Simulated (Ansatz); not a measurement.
# Screening in RbCl (Fm-3m)

How strongly does RbCl (Fm-3m) screen? Routes: perturbation theory, a sum over states and the RPA step of G0W0.

Calculated with Ansatz 0.2.0; linear response on PBE, plane waves, PAW.

This is a report of a sequence of runs, with most program output left out.

**1. Set-up**

Symmetry: Fm-3m, No. 225, cubic system. Conventional cell: a = 6.579 Å, b = 6.579 Å, c = 6.579 Å, α = 90.00°, β = 90.00°, γ = 90.00°. Rb has 6 Cl at 3.29 Å nearest. Nearest to Cl lie 6 Rb at 3.29 Å. Farther neighbours and most contacts between anions are not listed.

The cell and positions come from the Crystallography Open Database and are kept as given unless a step says otherwise.

**2. Response to a homogeneous field**

The response to a uniform field gives ε∞, a yardstick for the screening that GW builds on its mesh.

This step: dielectric response by perturbation theory, PBE, plane waves, PAW; PAW set soft_1.

input.yaml

```yaml
crystal:
  lattice:
    - [0.0, 3.2895, 3.2895]
    - [3.2895, 0.0, 3.2895]
    - [3.2895, 3.2895, 0.0]
  atoms:
    - { symbol: Rb, position: [0.0, 0.0, 0.0] }
    - { symbol: Cl, position: [0.5, 0.5, 0.5] }
kpoints:
  mp_grid: { grid: [6, 6, 6] }
hamiltonian:
  xc: pbe
  pseudopotentials: { kind: paw, azcp: { folder: soft_1 } }
scf:
  occupations: { method: fixed }
dielectric: {}
```

Command:

```console
> ansatz run input.yaml --threads 24 --pin off --max-ram 82944MiB --backend cuda --events-out ev --progress --plain --runs-dir out --devices 1 --max-vram 78GiB
```

Wall time 1.9 s (1 × NVIDIA GB200 (shared by 2 runs) with 24 threads of Arm Neoverse V2, shared host); peak memory 1.1 GiB.

One over ε∞ averages 0.43, above the quarter of exact exchange in PBE0, which should therefore fall short.

High-frequency dielectric tensor:

```
2.34 0.00 0.00
0.00 2.34 0.00
0.00 0.00 2.34
```

Born effective charge (e), principal values of the symmetric part by kind of site:

| atom | atoms with these values | low | middle | high | mean |
| --- | --- | --- | --- | --- | --- |
| Rb1 | 1 | 1.16 | 1.16 | 1.16 | 1.16 |
| Cl2 | 1 | -1.16 | -1.16 | -1.16 | -1.16 |

In full for Cl2:

```
-1.16  0.00  0.00
 0.00 -1.16  0.00
 0.00  0.00 -1.16
```

**3. Independent-particle spectrum**

The independent-particle spectrum shows where the oscillator strength lies, before excitons and local fields.

This step: independent-particle optics on PBE, plane waves, PAW; PAW set soft_1.

Edit input.yaml of step 2 so:

```diff
@@ -15,2 +15,4 @@
   occupations: { method: fixed }
-dielectric: {}
+  n_extra_bands: 48
+output:
+  optics: { e_range: [0, 25], de: 0.1, sigma: 0.2 }
```

Wall time 2.1 s (1 × NVIDIA GB200 (shared by 2 runs) with 24 threads); peak memory 1.4 GiB.

Numbers from this step:

```
ε∞ without local fields (xx, yy, zz)                                   : 2.586, 2.586, 2.586
electrons in the f-sum (xx, yy, zz)                                    : 14.11, 14.11, 14.11
bands in the explicit sum (the static value is completed to all bands) : 56
```

The sum gives ε∞ = 2.59 without local fields.

The ε₂, xx=yy=zz has structure finer than the step of the table below, so its rows give means over 1 eV, whole bins alone (the curve runs from 0 to 25 eV). Peaks (eV: height): 7.9: 3.51, 9.9: 4.10, 15.3: 3.37, 17.8: 2.90, 19.9: 1.89.

Independent particles, no local fields, Gaussian width 0.2 eV. ε₂, xx=yy=zz against photon energy; means over each step:

photon energy (eV), ε₂, xx=yy=zz and a bar:
```
        4       0.00 
        5       0.16 #
        6       0.73 ######
        7       1.96 ################
        8       2.81 #######################
        9       1.39 ###########
       10       3.68 ##############################
       11       2.02 ################
       12       0.78 ######
       13       0.94 ########
       14       0.87 #######
       15       2.56 #####################
       16       2.10 #################
       17       1.30 ###########
       18       2.45 ####################
       19       1.44 ############
       20       1.41 ###########
       21       0.70 ######
       22       0.43 ####
       23       0.44 ####
       24       0.28 ##
```

The loss function, xx=yy=zz has structure finer than the step of the table below, so its rows give means over 1 eV, whole bins alone (the curve runs from 0 to 25 eV). Peaks (eV: height): 11.5: 0.980, 16.5: 0.756, 20.9: 1.69, 22.3: 3.31, 23.7: 2.80.

Independent particles, no local fields, Gaussian width 0.2 eV. Loss function, xx=yy=zz against photon energy; means over each step:

| photon energy (eV) | loss function, xx=yy=zz |
| --- | --- |
| 4 | 0 |
| 5 | 0.0123 |
| 6 | 0.0459 |
| 7 | 0.102 |
| 8 | 0.236 |
| 9 | 0.167 |
| 10 | 0.212 |
| 11 | 0.569 |
| 12 | 0.585 |
| 13 | 0.325 |
| 14 | 0.225 |
| 15 | 0.194 |
| 16 | 0.525 |
| 17 | 0.464 |
| 18 | 0.393 |
| 19 | 0.695 |
| 20 | 0.624 |
| 21 | 1.34 |
| 22 | 2.25 |
| 23 | 2.09 |
| 24 | 2.65 |

**4. RPA screening from the G0W0 run**

Now the one-shot GW correction: screening in the RPA, then the self-energy of the levels asked for. This step takes PAW set soft_1 files.

This step: G0W0 on PBE, plane waves, PAW; PAW set soft_1.

input.yaml, the sections that differ from step 3:

```yaml
kpoints:
  mp_grid: { grid: [4, 4, 4] }
scf:
  occupations: { method: fixed }
gw:
  n_empty_bands: 457
  ecut_chi: 200.0
  qp_bands: [v2, c2]
  qp_kpoints: band_edges
  screening: { model: contour_deformation }
# crystal, hamiltonian: as in step 3
# output: removed
```

Wall time 4.7 s (1 × NVIDIA GB200 (shared by 2 runs) with 24 threads); peak memory 1.5 GiB; 10 s of CPU time.

This step gave:

* bands summed: 465
* RPA ε∞ on this mesh (eigenvalues): 2.186, 2.186, 2.186
* plane waves in the screening matrix: 459
* G0W0 gap on the mesh: 7.738 eV
* k of the valence top: 0, 0, 0
* k of the conduction bottom: 0, 0, 0
* starting gap on the mesh: 5.004 eV
* least direct G0W0 gap on the computed points: 7.738 eV

The gap on the mesh goes from 5.00 eV to 7.74 eV, a correction of +2.73 eV. Between the two edge states, bare exchange in place of the xc potential would open the gap by 8.05 eV, and correlation takes back 5.32 eV.

Mean over the mesh in bins of 0.25 1/Å. Table of static inverse dielectric function, diagonal by length of q+G:

length of q+G (Å⁻¹), static inverse dielectric function, diagonal and a bar from the least value:
```
     0.44      0.488 
     0.77      0.531 ###
     1.04      0.581 ######
     1.24      0.617 ########
     1.48      0.661 ##########
     1.77      0.716 ##############
     2.02      0.759 ################
     2.22      0.790 ##################
     2.49      0.825 ####################
     2.76      0.854 ######################
     3.02      0.877 #######################
     3.25      0.893 ########################
     3.49      0.908 #########################
     3.76      0.922 ##########################
     4.00      0.932 ##########################
     4.23      0.942 ###########################
     4.50      0.951 ###########################
     4.75      0.958 ############################
     5.00      0.965 ############################
     5.25      0.970 #############################
     5.50      0.975 #############################
     5.76      0.979 #############################
     6.00      0.982 #############################
     6.24      0.985 ##############################
     6.49      0.988 ##############################
     6.75      0.990 ##############################
     7.00      0.992 ##############################
     7.19      0.993 ##############################
```

**5. The values together**

Times are wall times on 1 × NVIDIA GB200 (shared by 2 runs) with 24 threads of Arm Neoverse V2, shared host, good to a factor of about two.

| method | mesh | ε∞, low | middle | high | mean | time |
| --- | --- | --- | --- | --- | --- | --- |
| perturbation theory (local fields and xc kernel) | 6×6×6 | 2.34 | 2.34 | 2.34 | 2.34 | 1.9 s |
| sum over states (no local fields) | 6×6×6 | 2.59 | 2.59 | 2.59 | 2.59 | 2.1 s |
| RPA with local fields, on the GW mesh | 4×4×4 | 2.19 | 2.19 | 2.19 | 2.19 | 4.7 s |

**6. Outcome**

| Item | Value |
| --- | --- |
| perturbation theory (local fields and xc kernel) | 2.34, 2.34, 2.34 |
| sum over states (no local fields) | 2.59, 2.59, 2.59 |
| RPA with local fields, on the GW mesh | 2.19, 2.19, 2.19 |

In words: Mean Born effective charge: Rb1 1.16, Cl2 -1.16 e. The most distinct maxima of the ε₂, xx=yy=zz lie at 7.9, 9.9, 15.3, 17.8 and 19.9 eV, the highest at 9.9 eV. The most distinct maxima of the loss function, xx=yy=zz lie at 11.5, 16.5, 20.9, 22.3 and 23.7 eV, the highest at 22.3 eV. The sum without local fields gives 2.59 in the mean against 2.34 by perturbation theory; local fields lower ε∞ and the xc kernel gives part of it back, though the sum also carries the error of its own mesh. The RPA values on the 4×4×4 mesh average 0.94 times those of perturbation theory (means 2.19 and 2.34). Without the xc kernel RPA should lie a little lower, as the mean does. PBE usually puts the gap too low, which tends to raise ε∞. Ions are clamped, so the lattice part of the static constant is not in these numbers.

[Paths, hosts, dates, memory and timing lines, banners, echoed tables and standing remarks are left out of the program output.]

[Logs are printed without paths, hosts, clocks, repeated set-up lines and the standing remarks that a program may print on its own settings, such as how far it seeks lower states.]

[Runs of the session that timed out or met a known fault of the program may be left out.]

[Cells called generated may have been cut or substituted from an entry of the Crystallography Open Database or the Materials Project.]

[Hosts, paths, dates, database ids (printed as entryN), source tags and the programs' standing remarks are cut or masked in the printed files.]
